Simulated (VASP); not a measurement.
# BeSe (F-43m) in VASP: a series of runs

Runs on BeSe. Level: PBE+D3(BJ). Tasks: relaxation of cell and atoms, relaxation of the atoms.

Program: VASP 6.6.1. These are calculated values, not measurements. Logs are shortened: lines on timing, memory, paths and dates and some standing lists are left out, and cuts for length are marked.

## (1) Starting point

The structure is cubic, space group F-43m (No. 216). The conventional cell has a = 5.070 Å, b = 5.070 Å, c = 5.070 Å, α = 90.00°, β = 90.00°, γ = 90.00°. Be (site symmetry -43m) has 4 Se at 2.20 Å as nearest neighbours. Se (site symmetry -43m) has 4 Be at 2.20 Å as nearest neighbours.

## (2) Relaxation of cell and atoms, PBE+D3(BJ)

The input, INCAR:

```
SYSTEM = BeSe
PREC = Accurate
ENCUT = 600
EDIFF = 1E-6
ISMEAR = 0
SIGMA = 0.03
LREAL = .False.
LASPH = .True.
NELM = 80
ALGO = Normal
ISIF = 3
LWAVE = .False.
LCHARG = .False.
GGA = PE
IVDW = 12
IBRION = 2
NSW = 90
EDIFFG = -0.01
```

The input, KPOINTS:

```
regular mesh
0
Gamma
  10 10 10
  0 0 0
```

The input, POSCAR:

```
BeSe
1.0
    0.0000000000      2.5350000000      2.5350000000
    2.5350000000      0.0000000000      2.5350000000
    2.5350000000      2.5350000000      0.0000000000
Be Se
1 1
Direct
    0.0000000000      0.0000000000      0.0000000000
    0.2500000000      0.2500000000      0.2500000000
```

Potentials or basis: VASP PAW PBE potentials, release 64 (Be, Se).

The run is started by

```sh
> cat potpaw_PBE.64/Be/POTCAR potpaw_PBE.64/Se/POTCAR > POTCAR
> mpirun -np 1 vasp_std > vasp.out
```

OUTCAR:

```text
SYSTEM = BeSe
   PREC = Accurate
   ENCUT = 600
   EDIFF = 1E-6
   ISMEAR = 0
   LREAL = .False.
   LASPH = .True.
   NELM = 80
   ISIF = 3
   GGA = PE
   IVDW = 12
   IBRION = 2
   NSW = 90
   EDIFFG = -0.01
 IVDW          = 12

 ion  position               nearest neighbor table
   1  0.000  0.000  0.000-   2 2.20   2 2.20   2 2.20   2 2.20
   2  0.250  0.250  0.250-   1 2.20   1 2.20   1 2.20   1 2.20

  LATTYP: Found a face centered cubic cell.
 ALAT       =     5.0700000000

  Lattice vectors:

 A1 = (   0.0000000000,   2.5350000000,   2.5350000000)
 A2 = (   2.5350000000,   0.0000000000,   2.5350000000)
 A3 = (   2.5350000000,   2.5350000000,   0.0000000000)

Analysis of symmetry for initial positions (statically):
=====================================================================
 Subroutine PRICEL returns:
 Original cell was already a primitive cell.

 Routine SETGRP: Setting up the symmetry group for a
 face centered cubic supercell.

 Subroutine GETGRP returns: Found 24 space group operations
 (whereof 24 operations were pure point group operations)
 out of a pool of 48 trial point group operations.

The static configuration has the point symmetry T_d .

Analysis of symmetry for dynamics (positions and initial velocities):
=====================================================================
 Subroutine PRICEL returns:
 Original cell was already a primitive cell.

 Routine SETGRP: Setting up the symmetry group for a
 face centered cubic supercell.

 Subroutine GETGRP returns: Found 24 space group operations
 (whereof 24 operations were pure point group operations)
 out of a pool of 48 trial point group operations.

The dynamic configuration has the point symmetry T_d .

 Subroutine INISYM returns: Found 24 space group operations
 (whereof 24 operations are pure point group operations),
 and found     1 'primitive' translations

----------------------------------------------------------------------------------------

                                     Primitive cell

  volume of cell :      32.5810

  direct lattice vectors                    reciprocal lattice vectors
     0.000000000  2.535000000  2.535000000    -0.197238659  0.197238659  0.197238659
     2.535000000  0.000000000  2.535000000     0.197238659 -0.197238659  0.197238659
     2.535000000  2.535000000  0.000000000     0.197238659  0.197238659 -0.197238659

  length of vectors
     3.585031381  3.585031381  3.585031381     0.341627378  0.341627378  0.341627378

  position of ions in fractional coordinates (direct lattice)
     0.000000000  0.000000000  0.000000000
[... 71 lines left out ...]
   ICHARG =      2    charge: 1-file 2-atom 10-const
   ISPIN  =      1    spin polarized calculation?
   LNONCOLLINEAR =      F non collinear calculations
   LSORBIT =      F    spin-orbit coupling
   LASPH  =      T    aspherical Exc in radial PAW
   ENCUT  =  600.0 eV  44.10 Ry    6.64 a.u.   7.16  7.16  7.16*2*pi/ulx,y,z
   NELM   =     80;   NELMIN=  2; NELMDL= -5     # of ELM steps
   EDIFF  = 0.1E-05   stopping-criterion for ELM
   LREAL  =      F    real-space projection
   EDIFFG = -.1E-01   stopping-criterion for IOM
   NSW    =     90    number of steps for IOM
   IBRION =      2    ionic relax: 0-MD 1-quasi-New 2-CG
   NFREE  =      1    steps in history (QN), initial steepest desc. (CG)
   ISIF   =      3    stress and relaxation
   ISYM   =      2    0-nonsym 1-usesym 2-fastsym
   POTIM  = 0.5000    time-step for ionic-motion
   TEBEG  =    0.0;   TEEND  =   0.0 temperature during run
   PSTRESS=    0.0 pullay stress
   NELECT =       8.0000    total number of electrons
   NUPDOWN=      -1.0000    fix difference up-down
   EMIN   =  10.00;   EMAX   =-10.00  energy-range for DOS
   EFERMI =   0.00;   METHOD = LEGACY
   ISMEAR =     0;   SIGMA  =   0.03  broadening in eV -4-tet -1-fermi 0-gaus
   EFERMI_NEDOS =   21; number of points for ismear=-14 and -15
   IALGO  =     38    algorithm
   IMIX   =      4    mixing-type and parameters
     AMIX     =   0.40;   BMIX     =  1.00
     AMIX_MAG =   1.60;   BMIX_MAG =  1.00
  volume/ion in A,a.u.               =      16.29       109.93
  Fermi-wavevector in a.u.,A,eV,Ry     =   1.025141  1.937235 14.298549  1.050914
  Thomas-Fermi vector in A             =   2.158965
   LORBIT       =      0    0 simple, 1 ext, 2 COOP (PROOUT), +10 PAW based schemes
   GGA     = PE    functional components
   LHFCALC =     F    Hartree Fock is set to
   AEXX    =    0.0000 exact exchange contribution
   IVDW    =    12    specifies the selected vdW correction
   LEPSILON=     F    determine dielectric tensor
   LRPA    =     F    only Hartree local field effects (RPA)
 conjugate gradient relaxation of ions
 non-spin polarized calculation
 Gauss-broadening in eV      SIGMA  =   0.03
  energy-cutoff  :      600.00
  volume of cell :       32.58
 maximum number of plane-waves:      1106
 NGX is ok and might be reduce to    30
   NGX = 15   NGY = 15   NGZ = 15

--------------------------------------- Ionic step        1  -------------------------------------------

 number of electron       7.9999999 magnetization

 Free energy of the ion-electron system (eV)
  ---------------------------------------------------
  ext. energy  EPLUGINS =         0.00000000
  ---------------------------------------------------
  free energy    TOTEN  =        -8.82310864 eV

  energy without entropy =       -8.82310864  energy(sigma->0) =       -8.82310864

------------------------ aborting loop because EDIFF is reached ----------------------------------------

 Edisp (eV)   -0.66073

 E8    (eV) :    -0.2584
[... 71 lines left out ...]
--------------------------------------- Ionic step        3  -------------------------------------------

 number of electron       8.0000000 magnetization

 Free energy of the ion-electron system (eV)
  ---------------------------------------------------
  ext. energy  EPLUGINS =         0.00000000
  ---------------------------------------------------
  free energy    TOTEN  =        -8.84601601 eV

  energy without entropy =       -8.84601601  energy(sigma->0) =       -8.84601601

 E-fermi :   3.7345     XC(G=0):  -9.5051

 val. band max:        3.5336641428   @ k =   0.0000   0.0000   0.0000
 cond. band min:       6.1151118756   @ k =   0.5000   0.5000   0.0000
 fundamental gap:      2.5814477328
 Fermi energy:         3.7344901785

 k-point     1 :       0.0000    0.0000    0.0000
  band No.  band energies     occupation
      1     -10.3856      2.00000
      2       3.5337      2.00000
      3       3.5337      2.00000
      4       3.5337      2.00000
      5       8.0359      0.00000
      6       8.5395      0.00000
      7       8.5395      0.00000
      8       8.5395      0.00000
[... 243 lines left out ...]
 k-point    24 :       0.4000    0.3000    0.0000
  band No.  band energies     occupation
      1      -8.9891      2.00000
      2      -0.8280      2.00000
      3       0.9927      2.00000
      4       1.2638      2.00000
      5       6.9689      0.00000
      6       8.6801      0.00000
      7      12.8787      0.00000
      8      13.1064      0.00000

 [... further k-points ...]

------------------------ aborting loop because EDIFF is reached ----------------------------------------

 Edisp (eV)   -0.64340

 E8    (eV) :    -0.2515
[... 25 lines left out ...]
  FREE ENERGIE OF THE ION-ELECTRON SYSTEM (eV)
  ---------------------------------------------------
  free  energy   TOTEN  =        -9.4894122995 eV

  energy  without entropy=       -9.4894122995  energy(sigma->0) =       -9.48941230

 reached required accuracy - stopping structural energy minimisation
```

OSZICAR:

```text
N       E                     dE             d eps       ncg     rms          rms(c)
DAV:   1     0.262734341798E+02    0.26273E+02   -0.42214E+03   752   0.958E+02
DAV:   2    -0.803148050349E+01   -0.34305E+02   -0.32827E+02  1072   0.125E+02
DAV:   3    -0.896580923689E+01   -0.93433E+00   -0.93433E+00   864   0.274E+01
DAV:   4    -0.896905949393E+01   -0.32503E-02   -0.32503E-02  1248   0.175E+00
[... 17 lines left out ...]
DAV:   1    -0.884708915948E+01    0.30912E-02   -0.23098E-02   800   0.959E-01    0.186E-01
DAV:   2    -0.884616570805E+01    0.92345E-03   -0.21382E-03   800   0.262E-01    0.649E-02
DAV:   3    -0.884602086001E+01    0.14485E-03   -0.71916E-04   912   0.149E-01    0.367E-02
DAV:   4    -0.884601648983E+01    0.43702E-05   -0.13334E-05   832   0.272E-02    0.191E-02
DAV:   5    -0.884601601314E+01    0.47669E-06   -0.46827E-06   872   0.148E-02
   3 F= -.94894123E+01 E0= -.94894123E+01  d E =-.556948E-02
```

CONTCAR:

```text
BeSe
   1.00000000000000
    -0.0000000000000000    2.5564461397327771    2.5564461397327771
     2.5564461397327771    0.0000000000000000    2.5564461397327771
     2.5564461397327771    2.5564461397327771    0.0000000000000000
  Be              Se
     1     1
Direct
     0.0000000000000000    0.0000000000000000    0.0000000000000000
     0.2500000000000000    0.2500000000000000    0.2500000000000000

  0.00000000E+00  0.00000000E+00  0.00000000E+00
  0.00000000E+00  0.00000000E+00  0.00000000E+00
```

Run time: 16 s. Hardware: 1 thread of AMD EPYC 9R45 (Zen 5), shared host; peak memory 0.16 GiB.

What came out:

```yaml
Free_energy: -9.4894 eV
Relaxed_volume: 16.71 Å³/atom
Relaxed_cell: a = 3.615 Å, b = 3.615 Å, c = 3.615 Å, α = 60.00°, β = 60.00°, γ = 60.00°
Space_group_after_relaxing_to_0.05_Å: F-43m (No. 216)
Energy_gained_by_relaxing: 2.8 meV/atom
Ionic_steps: 3
Pressure_after_relaxing: 0.0 GPa
Band_gap_on_the_k_mesh: 2.58 eV, indirect (least direct gap 4.50 eV)
Dispersion_energy_per_atom: -0.322 eV
```

The path:
```csv
step,energy change (eV),largest force (eV/Å),pressure (GPa),volume (Å³)
1,0.0000,0.0000,2.18,32.58
2,-0.0052,0.0000,-0.55,33.64
3,-0.0056,0.0000,0.02,33.41
```

Final structure:
```yaml
crystal:
  lattice:
    - [0.00000, 2.55645, 2.55645]
    - [2.55645, 0.00000, 2.55645]
    - [2.55645, 2.55645, 0.00000]
  atoms:
    - { symbol: Be, position: [0.00000, 0.00000, 0.00000] }
    - { symbol: Se, position: [0.25000, 0.25000, 0.25000] }
```

Levels at points of the mesh, in eV from the valence-band top:
```tsv
k point	band 2	band 3	band 4	band 5	band 6	band 7
(0.00, 0.00, 0.00)	0.00	0.00	0.00	4.50	5.01	5.01
(0.50, 0.00, 0.00)	-5.83	-1.10	-1.10	4.40	5.97	5.97
(0.50, 0.50, 0.00)	-5.18	-2.72	-2.72	2.58	4.19	11.86
```

A k mesh can miss the band edges. Zero-point motion and thermal expansion aren't in these numbers.

## (3) Relaxation of cell and atoms, PBE+D3(BJ)

This run uses another cell than the first one, of 16.71 Å³/atom, 1.026 times its volume.

INCAR, as its differences from that of step 2:

```diff
@@ -3,3 +3,3 @@
 ENCUT = 600
-EDIFF = 1E-6
+EDIFF = 1E-7
 ISMEAR = 0
@@ -17,2 +17,2 @@
 NSW = 90
-EDIFFG = -0.01
+EDIFFG = -0.005
```

KPOINTS is that of step 2.

The input, POSCAR:

```
BeSe                                    
1.0
   -0.0000000000      2.5564461397      2.5564461397
    2.5564461397      0.0000000000      2.5564461397
    2.5564461397      2.5564461397      0.0000000000
  Be              Se            
     1     1
Direct
     0.0000000000000000    0.0000000000000000    0.0000000000000000
     0.2500000000000000    0.2500000000000000    0.2500000000000000
```

Potentials or basis: VASP PAW PBE potentials, release 64 (Be, Se).

The run is started by

```sh
> cat potpaw_PBE.64/Be/POTCAR potpaw_PBE.64/Se/POTCAR > POTCAR
> mpirun -np 1 vasp_std > vasp.out
```

OUTCAR:

```text
SYSTEM = BeSe
   PREC = Accurate
   ENCUT = 600
   EDIFF = 1E-7
   ISMEAR = 0
   LREAL = .False.
   LASPH = .True.
   NELM = 80
   ISIF = 3
   GGA = PE
   IVDW = 12
   IBRION = 2
   NSW = 90
   EDIFFG = -0.005
 IVDW          = 12

 ion  position               nearest neighbor table
   1  0.000  0.000  0.000-   2 2.21   2 2.21   2 2.21   2 2.21
   2  0.250  0.250  0.250-   1 2.21   1 2.21   1 2.21   1 2.21

  LATTYP: Found a face centered cubic cell.
 ALAT       =     5.1128922794

  Lattice vectors:

 A1 = (   0.0000000000,   2.5564461397,   2.5564461397)
 A2 = (   2.5564461397,   0.0000000000,   2.5564461397)
 A3 = (   2.5564461397,   2.5564461397,   0.0000000000)

Analysis of symmetry for initial positions (statically):
=====================================================================
 Subroutine PRICEL returns:
 Original cell was already a primitive cell.

 Routine SETGRP: Setting up the symmetry group for a
 face centered cubic supercell.

 Subroutine GETGRP returns: Found 24 space group operations
 (whereof 24 operations were pure point group operations)
 out of a pool of 48 trial point group operations.

The static configuration has the point symmetry T_d .

Analysis of symmetry for dynamics (positions and initial velocities):
=====================================================================
 Subroutine PRICEL returns:
 Original cell was already a primitive cell.

 Routine SETGRP: Setting up the symmetry group for a
 face centered cubic supercell.

 Subroutine GETGRP returns: Found 24 space group operations
 (whereof 24 operations were pure point group operations)
[... 120 lines left out ...]
   IMIX   =      4    mixing-type and parameters
     AMIX     =   0.40;   BMIX     =  1.00
     AMIX_MAG =   1.60;   BMIX_MAG =  1.00
  volume/ion in A,a.u.               =      16.71       112.75
  Fermi-wavevector in a.u.,A,eV,Ry     =   1.016541  1.920984 14.059653  1.033355
  Thomas-Fermi vector in A             =   2.149890
   LORBIT       =      0    0 simple, 1 ext, 2 COOP (PROOUT), +10 PAW based schemes
   GGA     = PE    functional components
   LHFCALC =     F    Hartree Fock is set to
   AEXX    =    0.0000 exact exchange contribution
   IVDW    =    12    specifies the selected vdW correction
   LEPSILON=     F    determine dielectric tensor
   LRPA    =     F    only Hartree local field effects (RPA)
 conjugate gradient relaxation of ions
 non-spin polarized calculation
 Gauss-broadening in eV      SIGMA  =   0.03
  energy-cutoff  :      600.00
  volume of cell :       33.41
 maximum number of plane-waves:      1139
 NGX is ok and might be reduce to    30
   NGX = 15   NGY = 15   NGZ = 15

 number of electron       8.0000000 magnetization

 Free energy of the ion-electron system (eV)
  ---------------------------------------------------
  ext. energy  EPLUGINS =         0.00000000
  ---------------------------------------------------
  free energy    TOTEN  =        -8.84604229 eV

  energy without entropy =       -8.84604229  energy(sigma->0) =       -8.84604229

 E-fermi :   3.7346     XC(G=0):  -9.5052

 val. band max:        3.5337845461   @ k =   0.0000   0.0000   0.0000
 cond. band min:       6.1149336752   @ k =   0.5000   0.5000   0.0000
 fundamental gap:      2.5811491291
 Fermi energy:         3.7346079149

 k-point     1 :       0.0000    0.0000    0.0000
  band No.  band energies     occupation
      1     -10.3855      2.00000
      2       3.5338      2.00000
      3       3.5338      2.00000
      4       3.5338      2.00000
      5       8.0358      0.00000
      6       8.5395      0.00000
      7       8.5395      0.00000
      8       8.5395      0.00000
[... 243 lines left out ...]
 k-point    24 :       0.4000    0.3000    0.0000
  band No.  band energies     occupation
      1      -8.9890      2.00000
      2      -0.8279      2.00000
      3       0.9928      2.00000
      4       1.2639      2.00000
      5       6.9688      0.00000
      6       8.6800      0.00000
      7      12.8788      0.00000
      8      13.1065      0.00000

 [... further k-points ...]

------------------------ aborting loop because EDIFF is reached ----------------------------------------

 Edisp (eV)   -0.64340

 E8    (eV) :    -0.2515

  FORCE on cell =-STRESS in cart. coord.  units (eV):
  Direction    XX          YY          ZZ          XY          YZ          ZX
  --------------------------------------------------------------------------------------
  -------------------------------------------------------------------------------------
  Total       0.00327     0.00327     0.00327    -0.00000     0.00000     0.00000
  in kB       0.15688     0.15688     0.15688    -0.00000     0.00000     0.00000
  external pressure =        0.16 kB  Pullay stress =        0.00 kB

 VOLUME and BASIS-vectors are now :
 -----------------------------------------------------------------------------
  energy-cutoff  :      600.00
  volume of cell :       33.41
      direct lattice vectors                 reciprocal lattice vectors
     0.000000000  2.556446140  2.556446140    -0.195584015  0.195584015  0.195584015
     2.556446140  0.000000000  2.556446140     0.195584015 -0.195584015  0.195584015
     2.556446140  2.556446140  0.000000000     0.195584015  0.195584015 -0.195584015

 POSITION                                       TOTAL-FORCE (eV/Angst)
 -----------------------------------------------------------------------------------
      0.00000      0.00000      0.00000        -0.000000      0.000000      0.000000
      1.27822      1.27822      1.27822         0.000000     -0.000000     -0.000000
 -----------------------------------------------------------------------------------
    total drift:                                0.000000      0.000000      0.000000

  FREE ENERGIE OF THE ION-ELECTRON SYSTEM (eV)
  ---------------------------------------------------
  free  energy   TOTEN  =        -9.4894385785 eV

  energy  without entropy=       -9.4894385785  energy(sigma->0) =       -9.48943858

 reached required accuracy - stopping structural energy minimisation
```

OSZICAR:

```text
N       E                     dE             d eps       ncg     rms          rms(c)
DAV:   1     0.246601611750E+02    0.24660E+02   -0.40795E+03   752   0.938E+02
DAV:   2    -0.817494604669E+01   -0.32835E+02   -0.31619E+02  1120   0.123E+02
DAV:   3    -0.897391911073E+01   -0.79897E+00   -0.79897E+00   840   0.247E+01
DAV:   4    -0.897652910613E+01   -0.26100E-02   -0.26100E-02  1192   0.161E+00
DAV:   5    -0.897653010430E+01   -0.99816E-06   -0.99816E-06   872   0.255E-02    0.347E+00
DAV:   6    -0.888106399774E+01    0.95466E-01   -0.63704E-02   888   0.167E+00    0.217E+00
DAV:   7    -0.884487853935E+01    0.36185E-01   -0.11307E-01  1056   0.221E+00    0.254E-01
DAV:   8    -0.884591894324E+01   -0.10404E-02   -0.20443E-03   800   0.378E-01    0.332E-02
DAV:   9    -0.884602403850E+01   -0.10510E-03   -0.92050E-05  1096   0.810E-02    0.269E-02
DAV:  10    -0.884604199095E+01   -0.17952E-04   -0.25819E-05   840   0.409E-02    0.604E-03
DAV:  11    -0.884604220089E+01   -0.20993E-06   -0.12106E-06  1072   0.677E-03    0.136E-03
DAV:  12    -0.884604229214E+01   -0.91252E-07   -0.13313E-07   800   0.295E-03
   1 F= -.94894386E+01 E0= -.94894386E+01  d E =-.948944E+01
```

Run time: 8.6 s. Hardware: 1 thread of AMD EPYC 9R45 (Zen 5), shared host; peak memory 0.15 GiB.

Results:

```
Free energy                : -9.4894 eV
Pressure after relaxing    : 0.0 GPa
Band gap on the k mesh     : 2.58 eV, indirect (least direct gap 4.50 eV)
Dispersion energy per atom : -0.322 eV
```

Final structure:
```cif
data_structure
_symmetry_space_group_name_H-M 'P 1'
_symmetry_Int_Tables_number 1
_cell_length_a 3.6154
_cell_length_b 3.6154
_cell_length_c 3.6154
_cell_angle_alpha 60.000
_cell_angle_beta 60.000
_cell_angle_gamma 60.000
_cell_volume 33.41
loop_
_atom_site_label
_atom_site_type_symbol
_atom_site_fract_x
_atom_site_fract_y
_atom_site_fract_z
_atom_site_occupancy
Be1 Be 0.00000 0.00000 0.00000 1
Se1 Se 0.25000 0.25000 0.25000 1
```

Levels at points of the mesh, in eV from the valence-band top:
```tsv
k point	band 1	band 2	band 3	band 4	band 5	band 6	band 7	band 8
(0.00, 0.00, 0.00)	-13.92	0.00	0.00	0.00	4.50	5.01	5.01	5.01
(0.50, 0.00, 0.00)	-12.53	-5.83	-1.10	-1.10	4.40	5.97	5.97	10.06
(0.50, 0.50, 0.00)	-12.05	-5.18	-2.72	-2.72	2.58	4.19	11.86	11.86
```

Caveat: the relaxation stopped at its first step, so nothing moved. A k mesh can miss the band edges.

(Continued in part 2 of 2.)
